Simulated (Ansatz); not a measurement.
# Bi chain started as a strip of triangles: one chain at several levels of theory, part 3 of 4

Wanted: the relaxed geometry and the open channels of the Bi chain started as a strip of triangles, by several methods.

Ansatz 0.2.0; DFT PBE, plane waves, PAW; relaxation of a chain's period (the session's first sound run).

So far, conductance of the lead as this run defines it (G₀): step 3 (the wire at its relaxed period, level PBE, cutoff 420 eV) 5.00; step 5 (PBEsol, another cell) 5.00.

### 7. The wire at its relaxed period, level LDA, cutoff 420 eV

This step: DFT LDA, plane waves, PAW; channels and complex bands of a perfect chain (Ansatz 0.2.0).

The channels are counted again under LDA, at the period that it gave.

input.yaml

```yaml
crystal:
  lattice:
    - [9.0, 0.0, 0.0]
    - [0.0, 7.5, 0.0]
    - [0.0, 0.0, 3.0263841614]
  atoms:
    - { symbol: Bi, position: [0.347202088, 0.5, 0.0] }
    - { symbol: Bi, position: [0.652797912, 0.5, 0.5] }
kpoints:
  mp_grid: { grid: [1, 1, 27] }
  band_path: { path: ["Γ", Z], npoints: 60 }
scf:
  occupations: { method: fermi_dirac, width: 0.05 }
hamiltonian:
  xc: lda
output:
  transmission:
    e_range: [-2, 2]
    de: 0.035
    kmesh: [1, 1]
    reduced_basis: true
    leads: [[0, 0]]
  dos: { projected: true, e_range: [-6, 4] }
```

Started as:

```sh
> ansatz run input.yaml --threads 4 --pin off --max-ram 8192MiB --backend cpu --events-out ev --progress --plain --runs-dir out
```

Numbers of over 12 decimals in the logs are rounded to 6 here.

The program printed:

```text
[...]
Crystal: 2 atoms, lattice volume = 204.281 Å³
Basis set: ecut = 420 eV, 3953 PW (Γ)
Bands: 19, of which v1, the nominal top of the filled ones, is band 15 counted from 1 (14 counted from 0)
Symmetry: 8 space group operations
[...]
k-points: 14 of 27
[...]
k-point 13: bands = [... 11 lower, -8.6916, -3.6604, -3.3985, 1.2695, 1.3333, 1.5204, 1.8119, 6.2641]
--- Transmission ---
  basis      : 595 plane waves across, 4 finite elements along
  points     : 1, standing for a mesh of 1 x 1
[...]
crystal 0  : Bi2, at the sites [0, 0], period 3.0264 Å: whole cells are its period
[...]
filled         : 3.9 meV under the level at which it is neutral
    channels       : 5.000000e0 a spin
[...]
[key lines of the parts left out:]
SCF converged after 7 iterations
Free energy (F): -24169.746857 eV
Fermi energy:    0.478497 eV
```

The job ended after 33 s (4 threads of Arm Neoverse V2, shared host; peak memory 0.72 GiB).

At the computed energy nearest the Fermi level there are 5 channels a spin, and the thermal average gives 5.00 G₀.

### 8. Relaxing the period, cutoff 500 eV

This step: DFT r2SCAN, plane waves, PAW; relaxation of a chain's period (Ansatz 0.2.0).

The relaxation is repeated under another functional. r2SCAN also reads the kinetic-energy density; it often gives larger moments and wider gaps than PBE, at a higher cost. Against the first PBE run of this kind, the cutoff is 500 eV against 420.

input.yaml

```yaml
crystal:
  lattice:
    - [9.0, 0.0, 0.0]
    - [0.0, 7.5, 0.0]
    - [0.0, 0.0, 2.89636]
  atoms:
    - { symbol: Bi, position: [0.362524444, 0.5, 0.0], spin: 0.5 }
    - { symbol: Bi, position: [0.637475556, 0.5, 0.5], spin: 0.5 }
magnetization:
  spin_polarized: true
kpoints:
  mp_grid: { grid: [1, 1, 28] }
scf:
  occupations: { method: fermi_dirac, width: 0.05 }
hamiltonian:
  xc: r2scan
relax:
  cell: { fix: [a, b, alpha, beta, gamma] }
  max_steps: 60
```

The program printed:

```text
[...]
Crystal: 2 atoms, lattice volume = 195.504 Å³
Basis set: ecut = 500 eV, 4973 PW (Γ), exchange–correlation on 288×240×96 points (64 copies of the dense FFT grid, shifted against one another)
Bands: 20, of which v1, the nominal top of the filled ones, is band 15 counted from 1 (14 counted from 0)
Symmetry: 8 space group operations
[...]
-0.000000       0.000000       0.009104
  P = ⅓ Tr σ = -0.0604 GPa (-0.604 kbar)
--- Relaxed structure (5 steps of the walk, 5 accepted, 1 SCFs on fresh bases) ---
[...]
cell:  # Å, volume = 207.0196 Å³
    - [9.0, 0.0, 0.0]
    - [0.0, 7.5, 0.0]
    - [0.0, 0.0, 3.066957]
  atoms:
    - { symbol: Bi, position: [0.344707, 0.500000, 0.0] }
    - { symbol: Bi, position: [0.655293, 0.500000, 0.5] }
[key lines of the parts left out:]
SCF converged after 16 iterations
Magnetization: 0.0000 μB (15.0000 up, 15.0000 down)
Free energy (F): -24820.336136 eV
Fermi energy:    0.525614 eV
```

The job ended after 51 s (4 threads; peak memory 1 GiB).

The steps of the relaxation:

| step | energy less that of the first step (eV) | largest force component (eV/Å) | pressure (GPa) | volume (Å³) |
| --- | --- | --- | --- | --- |
| 1 | 0.0000 | 2.5469 | 4.30 | 195.50 |
| 2 | -0.5409 | 0.1652 | 0.54 | 201.22 |
| 3 | -0.5788 | 0.0681 | 0.10 | 204.96 |
| 4 | -0.5835 | 0.0088 | -0.03 | 206.56 |
| 5 | -0.5837 | 0.0015 | -0.06 | 207.02 |
| 6* | -0.5847 | 0.0016 | -0.06 | 207.02 |

Relaxation steps marked * repeat the geometry before them on a plane-wave basis chosen anew for their cell, so energy and pressure can jump there.

Forces are held to the 8 operations that the run works with; a distortion that breaks them can't arise in this run.

| cell as run | before | after | change |
| --- | --- | --- | --- |
| c (Å) | 2.896 | 3.067 | +5.9 % |

The atoms that moved most (Å, along periodic axes as changes of fractional coordinates times the final cell, across vacuum about the mean position):

| atom | dx | dy | dz | length |
| --- | --- | --- | --- | --- |
| Bi1 | -0.160 | 0.000 | 0.000 | 0.160 |
| Bi2 | 0.160 | 0.000 | 0.000 | 0.160 |

The relaxed structure:

```xyz
2
Lattice="9.0000 0.0000 0.0000 0.0000 7.5000 0.0000 0.0000 0.0000 3.0670" Properties=species:S:1:pos:R:3
Bi    3.1024    3.7500    0.0000
Bi    5.8976    3.7500    1.5335
```

The cell's length comes to 3.067 Å, -2.7 % against the first run, with no moment.

### 9. The perfect wire, level r2SCAN, cutoff 500 eV

This step: DFT r2SCAN, plane waves, PAW; channels and complex bands of a perfect chain (Ansatz 0.2.0).

The channels are counted again under r2SCAN, at the period that it gave. Its window is narrower, to save time.

input.yaml

```yaml
crystal:
  lattice:
    - [9.0, 0.0, 0.0]
    - [0.0, 7.5, 0.0]
    - [0.0, 0.0, 3.066956605]
  atoms:
    - { symbol: Bi, position: [0.344706833, 0.5, 0.0] }
    - { symbol: Bi, position: [0.655293167, 0.5, 0.5] }
kpoints:
  mp_grid: { grid: [1, 1, 27] }
  band_path: { path: ["Γ", Z], npoints: 60 }
scf:
  occupations: { method: fermi_dirac, width: 0.05 }
hamiltonian:
  xc: r2scan
output:
  transmission:
    e_range: [-0.7, 0.7]
    de: 0.035
    kmesh: [1, 1]
    reduced_basis: true
    leads: [[0, 0]]
  dos: { projected: true, e_range: [-6, 4] }
```

The program printed:

```text
[...]
Crystal: 2 atoms, lattice volume = 207.020 Å³
Basis set: ecut = 500 eV, 5261 PW (Γ), exchange–correlation on 288×240×96 points (64 copies of the dense FFT grid, shifted against one another)
Bands: 19, of which v1, the nominal top of the filled ones, is band 15 counted from 1 (14 counted from 0)
Symmetry: 8 space group operations
[...]
k-points: 14 of 27
[...]
k-point 13: bands = [... 11 lower, -8.8357, -3.6941, -3.4317, 1.3391, 1.4185, 1.5856, 1.9077, 6.7045]
--- Transmission ---
  basis      : 711 plane waves across, 5 finite elements along
  points     : 1, standing for a mesh of 1 x 1
[...]
crystal 0  : Bi2, at the sites [0, 0], period 3.0670 Å: whole cells are its period
[...]
filled         : 0.4 meV over the level at which it is neutral
    channels       : 5.000000e0 a spin
[...]
[key lines of the parts left out:]
SCF converged after 7 iterations
Free energy (F): -24820.330279 eV
Fermi energy:    0.539155 eV
```

Run time: 46 s. Hardware: 4 threads; peak memory 1.1 GiB; 2.5 min of CPU time.

At the computed energy nearest the Fermi level there are 5 channels a spin, and the thermal average gives 5.00 G₀.

### 10. The series together

Times are for 4 threads of Arm Neoverse V2, shared host. Results by setting:

| no. | level | conductance of the lead as this run defines it (G₀) | time | memory (GiB) |
| --- | --- | --- | --- | --- |
| 1 | PBE | 5.000 | 38 s | 0.72 |
| 2 | PBEsol | 5.000 | 33 s | 0.73 |
| 3 | LDA | 5.000 | 33 s | 0.72 |
| 4 | r2SCAN | 5.000 | 46 s | 1.1 |

### 11. Relaxing the period, cutoff 897.976 eV

This step: DFT PBE, plane waves, norm-conserving; relaxation of a chain's period (Ansatz 0.2.0).

The same functional on other atomic datasets tests how far the result hangs on the treatment of the cores. Against the first PBE run of this kind, the cutoff is 897.976 eV against 420.

input.yaml

```yaml
crystal:
  lattice:
    - [9.0, 0.0, 0.0]
    - [0.0, 7.5, 0.0]
    - [0.0, 0.0, 2.89636]
  atoms:
    - { symbol: Bi, position: [0.362524444, 0.5, 0.0], spin: 0.5 }
    - { symbol: Bi, position: [0.637475556, 0.5, 0.5], spin: 0.5 }
magnetization:
  spin_polarized: true
kpoints:
  mp_grid: { grid: [1, 1, 28] }
scf:
  occupations: { method: fermi_dirac, width: 0.05 }
hamiltonian:
  xc: pbe
  pseudopotentials: { kind: nc, accuracy: standard }
relax:
  cell: { fix: [a, b, alpha, beta, gamma] }
  max_steps: 60
```

The program printed:

```text
[...]
Crystal: 2 atoms, lattice volume = 195.504 Å³
Basis set: ecut = 897.975746 eV, 11917 PW (Γ), exchange–correlation on 180×150×60 points (8 copies of the dense FFT grid, shifted against one another)
Bands: 20, of which v1, the nominal top of the filled ones, is band 15 counted from 1 (14 counted from 0)
Symmetry: 8 space group operations
[...]
0.000000       0.000000       0.023577
  P = ⅓ Tr σ = -0.0097 GPa (-0.097 kbar)
--- Relaxed structure (15 steps of the walk, 12 accepted, 2 SCFs on fresh bases) ---
[...]
cell:  # Å, volume = 212.6179 Å³
    - [9.0, 0.0, 0.0]
    - [0.0, 7.5, 0.0]
    - [0.0, 0.0, 3.149895]
  atoms:
    - { symbol: Bi, position: [0.348330, 0.5, 0.0] }
    - { symbol: Bi, position: [0.651670, 0.5, 0.500000] }
[key lines of the parts left out:]
SCF converged after 5 iterations
Magnetization: -0.0000 μB (15.0000 up, 15.0000 down)
Free energy (F): -4450.298670 eV
Fermi energy:    0.563255 eV
```

It took 92 s on 4 threads; peak memory 0.94 GiB; 6 min of CPU time.

The cell's length comes to 3.150 Å, -0.1 % against the first run, with no moment.

### 12. Relaxation of atoms and period

This step: DFT PBE, plane waves, PAW; relaxation of a chain's period (Ansatz 0.2.0).

No moment formed, so a run without spin should agree; this checks it and saves time.

input.yaml, the sections that differ from step 11:

```yaml
crystal:
  lattice:
    - [9.0, 0.0, 0.0]
    - [0.0, 7.5, 0.0]
    - [0.0, 0.0, 2.89636]
  atoms:
    - { symbol: Bi, position: [0.362524444, 0.5, 0.0] }
    - { symbol: Bi, position: [0.637475556, 0.5, 0.5] }
hamiltonian:
  xc: pbe
# kpoints, scf, relax: as in step 11
# magnetization: removed
```

The program printed:

```text
[...]
Crystal: 2 atoms, lattice volume = 195.504 Å³
Basis set: ecut = 420 eV, 3807 PW (Γ), exchange–correlation on 128×108×40 points (8 copies of the dense FFT grid, shifted against one another)
Bands: 19, of which v1, the nominal top of the filled ones, is band 15 counted from 1 (14 counted from 0)
Symmetry: 8 space group operations
[...]
k-points: 15 of 28
[...]
-0.000000       0.456318       0.000000
        0.000000       0.000000       0.006099
  P = ⅓ Tr σ = -0.0179 GPa (-0.179 kbar)
--- Relaxed structure (9 steps of the walk, 7 accepted, 1 SCFs on fresh bases) ---
[...]
cell:  # Å, volume = 212.8278 Å³
    - [9.0, 0.0, 0.0]
    - [0.0, 7.5, 0.0]
    - [0.0, 0.0, 3.153004]
  atoms:
    - { symbol: Bi, position: [0.348367, 0.500000, 0.0] }
    - { symbol: Bi, position: [0.651633, 0.500000, 0.500000] }
[key lines of the parts left out:]
SCF converged after 8 iterations
Free energy (F): -24791.575937 eV
Fermi energy:    0.513901 eV
```

The job ended after 9.7 s (4 threads; peak memory 0.49 GiB; 36 s of CPU time).

The cell's length comes to 3.153 Å, +0.0 % against the first run, with spin left out.

### 13. The series together

Times are for 4 threads of Arm Neoverse V2, shared host. The series side by side:

| no. | level | cell length along the wire (Å) | time | memory (GiB) |
| --- | --- | --- | --- | --- |
| 1 | PBE | 3.153 | 25 s | 0.54 |
| 2 | PBEsol | 3.108 | 24 s | 0.54 |
| 3 | LDA | 3.026 | 12 s | 0.49 |
| 4 | r2SCAN | 3.067 | 51 s | 1.0 |
| 5 | PBE, NC files | 3.150 | 92 s | 0.94 |
| 6 | PBE, no spin | 3.153 | 9.7 s | 0.49 |

### 14. Two-component spinors

This step: DFT PBE, plane waves, fully relativistic PAW; channels of a perfect chain with spin-orbit coupling (Ansatz 0.2.0).

Spin-orbit coupling mixes the spins and splits bands that cross or touch without it, so it can open or close channels. Fully relativistic datasets take the place of the scalar ones. The window is narrow, since spinor matrices are twice as large.

input.yaml

```yaml
crystal:
  lattice:
    - [9.0, 0.0, 0.0]
    - [0.0, 7.5, 0.0]
    - [0.0, 0.0, 3.1529507182]
  atoms:
    - { symbol: Bi, position: [0.348368555, 0.5, 0.0] }
    - { symbol: Bi, position: [0.651631445, 0.5, 0.5] }
kpoints:
  mp_grid: { grid: [1, 1, 26] }
  band_path: { path: ["Γ", Z], npoints: 60 }
scf:
  occupations: { method: fermi_dirac, width: 0.05 }
hamiltonian:
  xc: pbe
  pseudopotentials: { kind: paw_fr }
output:
  transmission:
    e_range: [-0.42, 0.42]
    de: 0.035
    kmesh: [1, 1]
    reduced_basis: false
    leads: [[0, 0]]
magnetization:
  noncollinear: true
  spin_orbit: true
```

The program printed:

```text
[...]
non-collinear run that drives no moment, with spin-orbit: no starting moment large enough to seed its density (crystal.atoms[].spin), no starting occupations that ask for one, no magnetisation constraint and no magnetic field, so the semilocal B_xc is pinned to zero
Crystal: 2 atoms, lattice volume = 212.824 Å³
Basis set: ecut = 420 eV, 4189 PW (Γ)
Bands: 38, of which v1, the nominal top of the filled ones, is band 30 counted from 1 (29 counted from 0)
Symmetry: 8 space group operations + 8 with time reversal
[...]
k-points: 14 of 26
Projection manifold: j_resolved (fully-relativistic pseudo-atomic orbitals)
[...]
SCF iter   1: F=—  HF=-24875.685987 eV  |F-HF|=—  |Δ(HF+E_count)|=         —  Δρ=5.20e-3  dr2=2.26e-1  dr2_m=0.00e0 (ungated)  ethr=7.53e-4  |M|=0.00e0 ∫|m|=0.00e0 μB  |m|>n=0.0e0 m-floor=0.0e0 τ_xc=0.0e0  β_m=1.00  ⟨swp⟩=1.1  Hψ=1882  notcnv=0
[...]
spin=Noncollinear: LDOS preconditioning applied to the charge; magnetization (m_x, m_y, m_z) channels mix plain (no charge-response kernel on spin).
SCF iter   2: F=—  HF=-24875.617685 eV  |F-HF|=—  |Δ(HF+E_count)|=   6.83e-2  Δρ=2.12e-3  dr2=1.33e-2  dr2_m=0.00e0 (ungated)  ethr=7.53e-4  |M|=0.00e0 ∫|m|=0.00e0 μB  |m|>n=0.0e0 m-floor=0.0e0 τ_xc=0.0e0  β_m=1.00  ⟨swp⟩=3.1  Hψ=437  notcnv=0  defer=2
[...]
SCF iter   7: F=-24875.620339 eV  HF=-24875.620339 eV  |F-HF|=3.27e-8  |Δ(HF+E_count)|=   5.84e-7  Δρ=4.90e-6  dr2=5.05e-8  dr2_m=0.00e0 (ungated)  ethr=3.33e-10  |M|=0.00e0 ∫|m|=0.00e0 μB  |m|>n=0.0e0 m-floor=0.0e0 τ_xc=0.0e0  ⟨swp⟩=7.6  Hψ=931  notcnv=0
SCF 1 converged in 7 iterations: F = -24875.620339 eV  dr2 = 5.05e-8
[...]
transmission: 8 of 8 steps passed
SCF converged after 7 iterations
Magnetization: |M| = 0.0000 μB,  M = (+0.0000, +0.0000, +0.0000) μB
Absolute magnetization: 0.0000 μB (∫|m|)
  site 0: m = (+0.0000, +0.0000, +0.0000) μB, |m| = 0.0000 μB  (R = 1.30 Å)
  site 1: m = (+0.0000, +0.0000, +0.0000) μB, |m| = 0.0000 μB  (R = 1.30 Å)
Free energy (F): -24875.620339 eV
[...]
Internal energy: -24875.603348 eV  (E = F + TS)
E sigma→0 (E₀):  -24875.611843 eV
Entropy (-TS):   -0.016992 eV (-8.496 meV/atom)
Fermi energy:    0.640593 eV
[...]
--- Band table (eV; the first three rows and the last of 14) ---
  k-point 0: bands = [... 26 lower, -1.9645, -1.9645, 0.0607, 0.0607, 2.1782, 2.1782, 3.1709, 3.1709, ... 4 higher]
  k-point 1: bands = [... 26 lower, -1.9426, -1.9426, 0.0805, 0.0805, 2.1750, 2.1750, 3.1908, 3.1908, ... 4 higher]
  k-point 2: bands = [... 26 lower, -1.8774, -1.8774, 0.1383, 0.1383, 2.1502, 2.1502, 3.2478, 3.2478, ... 4 higher]
  k-point 13: bands = [... 26 lower, -3.3982, -3.3982, 0.9109, 0.9109, 0.9109, 0.9109, 2.1802, 2.1802, ... 4 higher]
--- Transmission ---
  basis      : 595 plane waves across, 8 finite elements along
  points     : 1, standing for a mesh of 1 x 1
[...]
crystal 0  : Bi2, at the sites [0, 0], period 3.1530 Å: whole cells are its period
[...]
filled         : 3.9 meV over the level at which it is neutral
    channels       : 6.000000e0 of both spins
[...]
```

Run time: 15 min. Hardware: 4 threads; peak memory 6.5 GiB.

This step gave:

```yaml
energy_at_zero_smearing: -24875.6118 eV
conductance_of_the_lead_as_this_run_defines_it: 2.799 G₀
channels_at_the_energy_nearest_the_fermi_level_both_spins: 6
```

Table of open channels of the lead, both spins by energy, zero at the Fermi level:

| energy (eV) | open channels of the lead, both spins |
| --- | --- |
| -0.420 | 6 |
| -0.385 | 6 |
| -0.350 | 6 |
| -0.315 | 6 |
| -0.280 | 2 |
| -0.245 | 2 |
| -0.210 | 2 |
| -0.175 | 2 |
| -0.140 | 2 |
| -0.105 | 2 |
| -0.070 | 2 |
| -0.035 | 6 |
| 0.000 | 6 |
| 0.035 | 6 |
| 0.070 | 6 |
| 0.105 | 6 |
| 0.140 | 6 |
| 0.175 | 6 |
| 0.210 | 6 |
| 0.245 | 6 |
| 0.280 | 6 |
| 0.315 | 2 |
| 0.350 | 2 |
| 0.385 | 2 |
| 0.420 | 6 |

The slowest values at each energy, most degenerate partners merged, listed up to 1.5 1/Å. Im kz of the slowest decaying states against energy, zero at the Fermi level:

| energy (eV) | decay 1 (Å⁻¹) | decay 2 (Å⁻¹) | decay 3 (Å⁻¹) | decay 4 (Å⁻¹) |
| --- | --- | --- | --- | --- |
| -0.420 | 0.116 | 0.774 | 0.896 | 1.06 |
| -0.385 | 0.112 | 0.769 | 0.891 | 1.06 |
| -0.350 | 0.107 | 0.764 | 0.886 | 1.05 |
| -0.280 | 0.00896 | 0.0954 | 0.753 | 0.875 |
| -0.245 | 0.0402 | 0.0886 | 0.748 | 0.870 |
| -0.210 | 0.0538 | 0.0809 | 0.742 | 0.864 |
| -0.175 | 0.0629 | 0.0719 | 0.736 | 0.859 |
| -0.140 | 0.0611 | 0.0694 | 0.731 | 0.853 |
| -0.070 | 0.0251 | 0.0774 | 0.719 | 0.842 |
| -0.035 | 0.0796 | 0.713 | 0.836 | 1.01 |
| 0.000 | 0.0809 | 0.707 | 0.831 | 1.01 |
| 0.035 | 0.0814 | 0.701 | 0.825 | 1.00 |
| 0.070 | 0.0810 | 0.695 | 0.819 | 1.00 |
| 0.140 | 0.0779 | 0.682 | 0.807 | 0.991 |
| 0.175 | 0.0752 | 0.676 | 0.801 | 0.987 |
| 0.210 | 0.0716 | 0.670 | 0.796 | 0.982 |
| 0.245 | 0.0670 | 0.663 | 0.790 | 0.978 |
| 0.280 | 0.0612 | 0.656 | 0.784 | 0.973 |
| 0.350 | 0.0440 | 0.0475 | 0.643 | 0.771 |
| 0.385 | 0.0297 | 0.0641 | 0.636 | 0.765 |
| 0.420 | 0.0765 | 0.628 | 0.759 | 0.954 |

Electronic bands along the path, in eV, zero at the Fermi level:

| point | band 29 | band 30 | band 31 | band 32 | band 33 | band 34 | band 35 | band 36 |
| --- | --- | --- | --- | --- | --- | --- | --- | --- |
| Γ | -0.58 | -0.58 | 1.54 | 1.54 | 2.53 | 2.53 | 3.78 | 3.78 |
| halfway | -0.88 | -0.88 | 0.47 | 0.47 | 1.04 | 1.04 | 2.73 | 2.73 |
| Z | 0.27 | 0.27 | 0.27 | 0.27 | 1.54 | 1.54 | 1.54 | 1.54 |

At the computed energy nearest the Fermi level there are 6 spinor channels, and the thermal average gives 2.80 G₀.

(Part 3 of 4 ends here.)

[Logs are printed without paths, hosts, clocks, repeated set-up lines and the standing remarks that a program may print on its own settings, such as how far it seeks lower states.]

[Hosts, paths, dates, database ids (printed as entryN), source tags and the programs' standing remarks are cut or masked in the printed files.]
